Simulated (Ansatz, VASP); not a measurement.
HgTe: VASP beside Ansatz

```
CELL_PARAMETERS angstrom
0.00000 3.07712 3.07712
3.07712 0.00000 3.07712
3.07712 3.07712 0.00000
ATOMIC_POSITIONS crystal
Hg 0.00000 0.00000 0.00000
Te 0.50000 0.50000 0.50000
```

Measurements of this composition are mostly on another form, of space group No. 216.

Alike in both runs: task single point; functional PBEsol; k mesh 6 × 6 × 6; occupations gaussian, width 0.1 eV; no spin polarisation.

```csv
,VASP,Ansatz
version,VASP 6.6.1,Ansatz 0.2.0
potentials or method,"VASP PAW PBE potentials, release 64 (Hg, Te)","scalar-relativistic, plane waves, PAW"
plane-wave cutoff (eV),520,420
valence electrons in the cell,18,36
```

```tsv
	VASP	Ansatz	Ansatz less VASP
gap on the k mesh at the Fermi level (eV)	none	none	-
pressure (GPa)	-3.6	-3.7	-0.16
```

A gap of «none» marks a metal or a gap that the smearing closes. The functional is the same, so the differences come from potentials, cutoffs and numerics. The two sets of potentials don't hold the same shells in valence.

Caveats: the PAW data sets were made with another functional, which shifts forces and pressure a little (VASP). Spin-orbit coupling is left out, which matters for the levels of Hg, Te.
